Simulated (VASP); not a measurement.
Write the native input for VASP 6.6.1 that does the following.

| Quantity | Value |
| --- | --- |
| Task | single point |
| Functional | PBEsol |
| Potentials or basis | VASP PAW PBE potentials, release 64 (Sn_d) |
| Cutoff | 900 eV |
| k mesh | 12 × 12 × 12 |
| Occupations | gaussian, width 0.1 eV |
| Spin | no spin polarisation |
| Further INCAR settings | ALGO = Normal; EDIFF = 1e-06 |

The structure of Sn lies in POSCAR:

```
Sn
1.0
    0.0000000000      3.2695400000      3.2695400000
    3.2695400000      0.0000000000      3.2695400000
    3.2695400000      3.2695400000      0.0000000000
Sn
2
Direct
    0.5000000000      0.5000000000      0.5000000000
    0.7500000000      0.7500000000      0.7500000000
```

This isn't the form of Sn at room conditions, which is tetragonal (white tin).

One way to write it, as run:

INCAR

```
PREC = Accurate
ENCUT = 900
EDIFF = 1E-6
ISMEAR = 0
SIGMA = 0.1
LREAL = False
LASPH = True
NELM = 60
ALGO = Normal
ISIF = 2
LWAVE = False
LCHARG = False
GGA = PS
```

KPOINTS

```
Automatic mesh
0
Gamma
  12 12 12
```

Potentials or basis: VASP PAW PBE potentials, release 64 (Sn_d).

Run with:

```sh
$ cat potpaw_PBE.64/Sn_d/POTCAR > POTCAR
$ mpirun -np 1 vasp_std > vasp.out
```

It gave:

```
Pressure               : 0.0 GPa
Band gap on the k mesh : none (metal or under the smearing width)
```

Caveat: the PAW data sets were made with another functional, which shifts forces and pressure a little.

Wall time 88 s on 1 thread of Intel(R) Xeon(R) 6975P-C (Granite Rapids), with other jobs on the host, peak memory 0.42 GiB.
